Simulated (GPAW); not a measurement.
# AlN (P6_3mc) in GPAW: settings compared

One crystal, AlN, is run at these levels: PBE, PW91, revPBE; tasks: single point, relaxation of cell and atoms.

Program: GPAW 26.7.0. These are calculated values, not measurements. Logs are shortened: lines on timing, memory, paths and dates and some standing lists are left out, and cuts for length are marked. The log counts tension as positive stress, the text compression.

**The experiment to reproduce.**

From “Self-assembly of well-separated AlN nanowires directly on sputtered metallic TiN films”, 2019, arxiv:1910.07391, for a bulk crystal of AlN at 10 K: band gap 6.034 eV (an exciton energy, a little under the gap).

The runs below are set against these values where they give the same quantity.

## (1) The structure

Symmetry: P6_3mc, No. 186, hexagonal system. The conventional cell has a = 3.113 Å, b = 3.113 Å, c = 4.981 Å, α = 90.00°, β = 90.00°, γ = 120.00°. Al (site symmetry 3m) has 4 N at 1.89 Å as nearest neighbours. N (site symmetry 3m) is surrounded by 4 Al at 1.89 Å.

## (2) Single point, PBE

File run.py:

```python
from ase import Atoms
from ase.dft.bandgap import bandgap
from ase.io import write
from ase.units import GPa
from gpaw import GPAW, PW

atoms = Atoms(['Al', 'Al', 'N', 'N'],
              cell=[[3.113, 0.0, 0.0],
                    [-1.5565, 2.695937082, 0.0],
                    [0.0, 0.0, 4.981]],
              scaled_positions=[[0.6666666667, 0.3333333333, 0.5],
                                [0.3333333333, 0.6666666667, 0.0],
                                [0.6666666667, 0.3333333333, 0.88],
                                [0.3333333333, 0.6666666667, 0.38]],
              pbc=True)

calc = GPAW(mode=PW(600),
            xc='PBE',
            kpts={'size': (8, 8, 5), 'gamma': True},
            occupations={'name': 'fermi-dirac', 'width': 0.05},
            nbands=18,
            maxiter=120,
            txt='gpaw.txt')
atoms.calc = calc
energy = atoms.get_potential_energy()
forces = atoms.get_forces()
stress = atoms.get_stress()
calc.write('gs.gpw')
write('result.traj', atoms)
print(f'Energy: {energy:.6f} eV')
print('Forces (eV/A):')
print(forces.round(4))
print('Stress (GPa):', (stress / GPa).round(3))
print('Fermi level:', round(calc.get_fermi_level(), 4), 'eV')
print(f'Gap: {bandgap(calc)[0]:.4f} eV, direct: {bandgap(calc, direct=True)[0]:.4f} eV')
```

Potentials or basis: GPAW PAW data sets (gpaw-data 1.2.1), pw.

Started as:

```console
$ OMP_NUM_THREADS=1 python run.py
```

gpaw.txt:

```text
__  _  _
 | _ |_)|_||  |
 |__||  | ||/\| - 26.7.0

Input parameters:
  mode=PW(ecut=600.0),
  kpts=MonkhorstPack(size=(8, 8, 5), gamma=True),
  maxiter=120,
  nbands=18,
  occupations=Occupations(name='fermi-dirac', width=0.05),
  xc=XC(name='PBE')

Diagonalizing LCAO Hamiltonian
Converting LCAO to pw mode

           N

           Al
        N

        Al

Atoms  # Å, Bohr magnetons
|   | symbol |         x |        y |        z |    initial magnetic moments |
|---|--------|-----------|----------|----------|-----------------------------|
| 0 |     Al |  1.556500 | 0.898646 | 2.490500 | ( 0.0000,  0.0000,  0.0000) |
| 1 |     Al | -0.000000 | 1.797291 | 0.000000 | ( 0.0000,  0.0000,  0.0000) |
| 2 |      N |  1.556500 | 0.898646 | 4.383280 | ( 0.0000,  0.0000,  0.0000) |
| 3 |      N | -0.000000 | 1.797291 | 1.892780 | ( 0.0000,  0.0000,  0.0000) |

Unit cell  # Å
| periodic |         x |        y |        z |  lengths |     angles |
|----------|-----------|----------|----------|----------|------------|
|      yes |  3.113000 | 0.000000 | 0.000000 | 3.113000 |  90.000000 |
|      yes | -1.556500 | 2.695937 | 0.000000 | 3.113000 |  90.000000 |
|      yes |  0.000000 | 0.000000 | 4.981000 | 4.981000 | 120.000000 |

Number of symmetries: 6
Symmetry operations  # r_c * U_cc + t_c -> r_c
|   | kind |            matrix            |
|---|------|------------------------------|
| 0 |  σ   |  1, 1, 0,  0,-1, 0,  0, 0, 1 |
| 1 |  E   |  1, 0, 0,  0, 1, 0,  0, 0, 1 |
| 2 |  C3  |  0, 1, 0, -1,-1, 0,  0, 0, 1 |
| 3 |  σ   |  0,-1, 0, -1, 0, 0,  0, 0, 1 |
| 4 |  σ   | -1, 0, 0,  1, 1, 0,  0, 0, 1 |
| 5 |  C3  | -1,-1, 0,  1, 0, 0,  0, 0, 1 |

BZ-sampling:
  Number of BZ points: 320
  Number of IBZ points: 40

  Monkhorst-Pack size: [8, 8, 5]
  Monkhorst-Pack shift: [0.0625, 0.0625, 0.0]

K-points  # in reciprocal-cell coordinates
|     |                                coordinates |     weight |
|-----|--------------------------------------------|------------|
|   0 | (  0.00000000,   0.00000000,   0.00000000) | 0.00312500 |
|   1 | (  0.00000000,   0.00000000,   0.20000000) | 0.00625000 |
|   2 | (  0.00000000,   0.00000000,   0.40000000) | 0.00625000 |
|   3 | (  0.12500000,   0.00000000,  -0.40000000) | 0.01875000 |
|   4 | (  0.12500000,   0.00000000,  -0.20000000) | 0.01875000 |
|   5 | (  0.12500000,   0.00000000,   0.00000000) | 0.01875000 |
|   6 | (  0.12500000,   0.00000000,   0.20000000) | 0.01875000 |
|   7 | (  0.12500000,   0.00000000,   0.40000000) | 0.01875000 |
|   8 | (  0.25000000,  -0.12500000,   0.00000000) | 0.01875000 |
|   9 | (  0.25000000,  -0.12500000,   0.20000000) | 0.03750000 |
| ... |                                            |            |
|  39 | (  0.50000000,   0.50000000,   0.40000000) | 0.01875000 |

Plane wave coefficients: 1418
Cutoff: 600.0 eV

Spin-components: 1 (collinear spins)
Bands:           18
Projectors:      20
Spin-degeneracy: 2
Datatype:        complex128

Parallelization:
  kpt:    1
  domain: 1
  band:   1

Density:
  Valence electrons: 16.0
  Components: 1
  Grid points: [18 18 30]
  Charge: 0.0  # |e|

Potential:
  Grid points: [18 18 30]

species:
  Al:
    name:    Aluminium
    Z:       13.0
    valence: 3
    core:    10
    charge:  0.0  # [|e|]
    compensation charges:
      type: gauss
      rc: 0.34  # [Å]
      lmax: 2
    cutoffs:
      filter: 1.91  # [Å]
      core: 2.36  # [Å]
    projectors
    | kind |    occ | energy [eV] | rcut [Å] |
    |------|--------|-------------|----------|
    |   3s |  2.000 |      -7.753 |    1.085 |
    |   3p |  1.000 |      -2.712 |    1.085 |
    |    s |        |      19.459 |    1.085 |
    |    p |        |      24.499 |    1.085 |
    |    d |        |       0.000 |    1.085 |

    Using partial waves for Al as LCAO basis

  N:
    name:    Nitrogen
    Z:       7.0
    valence: 5
    core:    2
    charge:  0.0  # [|e|]
    compensation charges:
      type: gauss
      rc: 0.18  # [Å]
      lmax: 2
    cutoffs:
      filter: 1.11  # [Å]
      core: 0.96  # [Å]
    projectors
    | kind |    occ | energy [eV] | rcut [Å] |
    |------|--------|-------------|----------|
    |   2s |  2.000 |     -18.583 |    0.603 |
    |   2p |  3.000 |      -7.089 |    0.529 |
    |    s |        |       8.629 |    0.603 |
    |    p |        |      20.123 |    0.529 |
    |    d |        |       0.000 |    0.577 |

    Using partial waves for N as LCAO basis

Reference energy: -16170.289538  # eV

eigensolver:
  PPCG
  Converge bands: occupied
  niter=2

density mixing:
  MSR1-Mixer
  Pratt-step length: 0.05
  Maximum mixing coefficient: 0.75
  Old densities: 10
  SVD Regularization: 0.005
  Good broyden scale: 1.0
  Trust region scale: 1.0
  Backstep threshold: 4.0
  History deletion threshold: 6.0
  Fourier metric: weight=20.0, sigma=0.015

occupation numbers:
  Fermi-Dirac:
    width: 0.0500  # eV

poisson solver:
  ecut: 4800.0  # eV

xc functional:
  name: PBE with 2 nearest neighbor stencil

convergence criteria:
- Maximum [total energy] change in last 3 cyles: 0.0005 eV / valence electron
- Maximum integral of absolute [dens]ity change: 0.0001 electrons / valence electron
- Maximum integral of absolute [eigenst]ate change: 4e-08 eV^2 / valence electron
maximum number of iterations: 120

SCF iterations
|iter     | |      energy | eigst |  dens |
|---------|-|-------------|-------|-------|
|iter:   1| |  -33.297803 | -0.28 |       |
|iter:   2| |  -32.278891 | -2.07 | -0.55 |
|iter:   3| |  -29.333775 | -0.76 | -0.60 |
|iter:   4| |  -29.356800 | -2.90 | -1.24 |
|iter:   5| |  -29.369515 | -3.42 | -1.54 |
|iter:   6| |  -29.369618 | -5.26 | -2.75 |
|iter:   7| |  -29.369640c| -6.39 | -3.14 |
|iter:   8| |  -29.369640c| -7.90c| -4.32c|

Converged in 8 steps
Energy contributions relative to reference atoms: (reference = -16170.289538)

Energy contributions:
  Kinetic:          32.377571
  Coulomb:         -27.315503
  Zero:             -0.037283
  External:          0.000000
  Xc:              -34.394425
  Entropy:          -0.000000
  Spinorbit:         0.000000
  ----------------------------
  Free energy:     -29.369640
  Extrapolated:    -29.369640

dipole moment: (0.000052, -0.000031, -6.829108)  # |e|*Ang

Fermi level: 7.090
Eigenvalues  # (at kpt = [0.000, 0.000, 0.000])
| band index |      eig [eV] | occ [0-2] |
|------------|---------------|-----------|
|          0 |        -9.046 |     2.000 |
|          1 |        -6.900 |     2.000 |
|          2 |         0.156 |     2.000 |
|          3 |         5.313 |     2.000 |
|          4 |         5.313 |     2.000 |
|          5 |         5.964 |     2.000 |
[... 8 lines left out ...]
|         14 |        19.301 |     0.000 |
|         15 |        19.302 |     0.000 |
|        ... |               |           |
|         17 |        20.968 |     0.000 |

Gap: 4.199 eV
Transition (v -> c):
  (s=0, k=0, n=7, [0.00, 0.00, 0.00]) -> (s=0, k=0, n=8, [0.00, 0.00, 0.00])
No difference between direct/indirect transitions

Forces  # eV/Ang
|        x |        y |        z |
|----------|----------|----------|
|  0.00000 |  0.00000 | -0.13292 |  # Al   0
| -0.00000 |  0.00000 | -0.13243 |  # Al   1
|  0.00000 | -0.00000 |  0.13291 |  # N    2
|  0.00000 |  0.00000 |  0.13241 |  # N    3

Stress tensor  # eV/Ang^3
|        x |         y |         z |
|----------|-----------|-----------|
| 0.013314 |  0.000000 |  0.000000 |
| 0.000000 |  0.013314 | -0.000000 |
| 0.000000 | -0.000000 |  0.003616 |

# Writing to gs.gpw (mode='')
```

Run time: 44 s. Hardware: 1 thread of Intel Xeon at 2.50GHz (Skylake/Cascade Lake), shared host; peak memory 0.16 GiB.

What came out:

```
Free energy            : -29.3696 eV
Pressure               : -1.6 GPa
Largest force          : 0.133 eV/Å
Band gap on the k mesh : 4.20 eV, direct
```

Forces on the atoms (eV/Å):
```
Al   0.000  0.000 -0.133
Al   0.000  0.000 -0.132
N    0.000  0.000  0.133
N    0.000  0.000  0.132
```

Levels at points of the mesh, in eV from the valence-band top:
```tsv
k point	band 4	band 5	band 6	band 7	band 8	band 9	band 10	band 11	band 12	band 13
(0.00, 0.00, 0.00)	-0.83	-0.83	-0.18	-0.18	0.00	4.20	6.65	10.62	11.15	11.15
(0.50, 0.50, 0.00)	-4.15	-3.34	-2.07	-1.78	-0.66	5.80	5.81	8.19	10.30	10.89
```

Caveat: the cutoff is short for stress and forces, so pressures can be off by a GPa or more.

## (3) Single point, PBE

File run.py:

```python
from ase.dft.bandgap import bandgap
from ase.io import write
from ase.spacegroup import crystal
from ase.units import GPa
from gpaw import GPAW, PW

# Al 2b
# N 2b
atoms = crystal(['Al', 'N'],
                basis=[[0.6666666667, 0.3333333333, 0.5],
                       [0.6666666667, 0.3333333333, 0.88]],
                spacegroup=186, setting=1,  # P6_3mc
                cellpar=[3.113, 3.113, 4.981, 90.0, 90.0, 120.0],
                primitive_cell=True)

calc = GPAW(mode=PW(800),
            xc='PBE',
            kpts={'size': (7, 7, 4), 'gamma': True},
            occupations={'name': 'fermi-dirac', 'width': 0.05},
            nbands=18,
            convergence={'density': 1e-05, 'energy': 1e-05},
            maxiter=60,
            txt='gpaw.txt')
atoms.calc = calc
energy = atoms.get_potential_energy()
forces = atoms.get_forces()
stress = atoms.get_stress()
calc.write('gs.gpw')
write('result.traj', atoms)
print(f'Energy: {energy:.6f} eV')
print('Forces (eV/A):')
print(forces.round(4))
print('Stress (GPa):', (stress / GPa).round(3))
print('Fermi level:', round(calc.get_fermi_level(), 4), 'eV')
print(f'Gap: {bandgap(calc)[0]:.4f} eV, direct: {bandgap(calc, direct=True)[0]:.4f} eV')
```

Potentials or basis: GPAW PAW data sets (gpaw-data 1.2.1), pw.

Started as:

```console
$ OMP_NUM_THREADS=1 python run.py
```

Run time: 22 s. Hardware: 1 thread of Intel Xeon Platinum 8375C at 2.90GHz (Ice Lake), shared host; peak memory 0.17 GiB.

Results (log left out):

* Free energy: -29.7060 eV
* Pressure: 4.6 GPa
* Largest force: 0.133 eV/Å
* Band gap on the k mesh: 4.23 eV, direct

Forces in eV/Å, atoms in the order of the input:
```
Al   0.000  0.000 -0.133
Al   0.000  0.000 -0.133
N    0.000  0.000  0.133
N    0.000  0.000  0.133
```

Stress tensor (GPa, compression positive):
```
4.09 0.00 0.00
0.00 4.09 0.00
0.00 0.00 5.67
```

Levels at points of the mesh, in eV from the valence-band top:
```
           k point  band 5  band 6  band 7  band 8  band 9  band 10  band 11  band 12
(0.00, 0.00, 0.00)   -0.83   -0.18   -0.18    0.00    4.23     6.67    10.62    11.16
(0.00, 0.00, 0.50)   -0.52   -0.52   -0.52   -0.52    6.48     6.48    10.35    10.35
```

PBE gaps usually lie below the measured ones, often by a third to a half.

(Continued in part 2 of 2.)
